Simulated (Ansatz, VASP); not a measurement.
# AlN: VASP beside Ansatz

The input INCAR:

```
PREC = Accurate ; ENCUT = 520
EDIFF = 1E-7 ; ISMEAR = -1
SIGMA = 0.02 ; LREAL = F
LASPH = T ; NELM = 60
ALGO = Normal ; ISIF = 2
LWAVE = F ; LCHARG = T
GGA = PE ; LELF = T
LVHAR = T ; NBANDS = 11
```

Contents of KPOINTS:

```
regular mesh
0
Gamma
  10 10 10
```

The input POSCAR:

```
AlN
1.0
    0.0000000000      2.1149665834      1.9537982600
    2.1149665834      0.0000000000      1.9537982600
    2.1149665834      2.1149665834      0.0000000000
Al N
1 1
Direct
    0.0000000000      0.0000000000      0.0000000000
    0.5000000000      0.5000000000      0.5000000000
```

Input for Ansatz:

```yaml
crystal:
  lattice:
    - [0.0, 2.1149665834, 1.95379826]
    - [2.1149665834, 0.0, 1.95379826]
    - [2.1149665834, 2.1149665834, 0.0]
  atoms:
    - { symbol: Al, position: [0.0, 0.0, 0.0] }
    - { symbol: "N", position: [0.5, 0.5, 0.5] }
kpoints:
  mp_grid: { grid: [10, 10, 10] }
  band_path:
    path:
      - [0.0, 0.0, 0.0]
      - [0.5, 0.0, 0.5]
      - [0.625, 0.25, 0.625]
      - [0.375, 0.375, 0.75]
      - [0.5, 0.5, 0.5]
      - [0.5, 0.25, 0.75]
    npoints: 1
hamiltonian:
  xc: pbe
scf:
  occupations: { method: fermi_dirac, width: 0.02 }
  n_extra_bands: 4
output:
  forces: true
  stress: true
  eigenvalues: true
```

Change from the starting cell: epitaxial_xy strain +4.8%.

Alike in both runs: task single point; functional PBE; k mesh 10 × 10 × 10; occupations fermi-dirac, width 0.02 eV; no spin polarisation.

```csv
,VASP,Ansatz
version,VASP 6.6.1,Ansatz 0.2.0
potentials or method,"VASP PAW PBE potentials, release 64 (Al, N)","plane waves, PAW"
plane-wave cutoff (eV),520,420
valence electrons in the cell,8,8
```

```tsv
	VASP	Ansatz	Ansatz less VASP
gap on the k mesh at the Fermi level (eV)	3.57	3.59	+0.023
pressure (GPa)	-5.9	-5.6	+0.24
largest component of the traceless stress (GPa)	12.50	12.54	+0.046
```

A k mesh can miss the band edges.
